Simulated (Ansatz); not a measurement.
Crystal: Pd.

```
Pd
1.0
     0.00000    1.94650    1.94650
     1.94650    0.00000    1.94650
     1.94650    1.94650    0.00000
Pd
1
Direct
  0.00000 0.00000 0.00000
```

| Quantity | Value |
| --- | --- |
| Program | Ansatz 0.2.0 |
| Task | relaxation of cell and atoms |
| Functional | PBEsol |
| Dispersion | D3(BJ) |
| Potentials or basis | Ansatz PAW |
| Cutoff | 420 eV (not typed: the program's choice for these potentials) |
| k mesh | 12 × 12 × 12 |
| Occupations | fermi-dirac, width 0.05 eV |
| Spin | no spin polarisation |

At the start: volume 14.75 Å³/atom.

**Question.** How do energy, volume and symmetry change on relaxing?

**Answer.** It ends after 6 steps and the volume is 14.05 Å³/atom (-4.7 %); space group Fm-3m (No. 225, to 0.05 Å).

Step by step:
| step | energy change (eV) | largest force (eV/Å) | volume (Å³) |
| --- | --- | --- | --- |
| 1 | 0.0000 | 0.0000 | 14.75 |
| 2 | -0.0060 | 0.0000 | 13.50 |
| 3 | -0.0224 | 0.0000 | 14.11 |
| 4 | -0.0226 | 0.0000 | 14.06 |
| 5 | -0.0226 | 0.0000 | 14.05 |
| 6 | -0.0224 | 0.0000 | 14.05 |

Final structure:
```
Pd
1.0
     0.00000    1.91530    1.91530
     1.91530    0.00000    1.91530
     1.91530    1.91530    0.00000
Pd
1
Cartesian
  0.0000 0.0000 0.0000
```

Caveat: the plane-wave basis is chosen anew once the cell has moved, so the energies of steps on either side of that aren't comparable; pairwise dispersion overbinds metals, which lowers pressure and volume; the PAW data sets come from PBE, with cores solved anew for the run's functional, which leaves a small shift of forces and pressure.
